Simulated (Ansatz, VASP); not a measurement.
# One calculation of Si2Mo, two programs

```
Si Mo
1.0
    -1.60842    1.60842    3.93651
     1.60842   -1.60842    3.93651
     1.60842    1.60842   -3.93651
Si Mo
2 1
Cartesian
  0.0000 0.0000 2.6382
  0.0000 0.0000 5.2348
  0.0000 0.0000 0.0000
```

Alike in both runs: functional PBE; k mesh 18 × 18 × 18; occupations gaussian, width 0.1 eV; no spin polarisation.

Ansatz relaxed the structure, and its values are those at the end. VASP's run is a single point on that final structure, the one shown.

|  | VASP | Ansatz |
| --- | --- | --- |
| version | VASP 6.6.1 | Ansatz 0.2.0 |
| potentials or method | VASP PAW PBE potentials, release 64 (Si, Mo_sv) | scalar-relativistic, plane waves, PAW |
| plane-wave cutoff (eV) | 520 | 420 |
| valence electrons in the cell | 22 | 22 |

```csv
,VASP,Ansatz,Ansatz less VASP
gap on the k mesh at the Fermi level (eV),none,none,-
pressure (GPa),0.2,0.0,-0.16
```

A gap of «none» marks a metal or a gap that the smearing closes. With one functional, cell and mesh, what is left measures potentials, basis and numerics.
